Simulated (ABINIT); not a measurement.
ZrC:

```xyz
2
Lattice="0.0000 2.3650 2.3650 2.3650 0.0000 2.3650 2.3650 2.3650 0.0000" Properties=species:S:1:pos:R:3 pbc="T T T"
Zr    2.3650    2.3650    2.3650
C     0.0000    0.0000    0.0000
```

Base run:

| Property | Result |
| --- | --- |
| Program | ABINIT 10.8.3 (patched build) |
| Functional | PBE |
| Potentials or basis | JTH PAW PBE v2.0 |
| Cutoff | 517 eV |
| k mesh | 10 × 10 × 10 |
| Occupations | fermi-dirac, width 0.05 eV |
| Spin | no spin polarisation |

Its results: band gap on the k mesh none (metal or under the smearing width); pressure -3.1 GPa.

Problem. After a change of settings the same cell gave: band gap on the k mesh none (metal or under the smearing width); pressure -2.2 GPa. Which change was it?
A. functional from PBE to BLYP; cutoff from 517 eV to 544 eV; fine-grid cutoff from 1034.03 eV to 1088.46 eV
B. functional from PBE to BP86
C. functional from PBE to WC
D. cutoff from 517 eV to 544 eV; fine-grid cutoff from 1034.03 eV to 1088.46 eV

Solution. B.

Caveats: the PAW data sets were made with another functional, which shifts forces and pressure a little (some runs).

Not every run made on this cell is shown here.
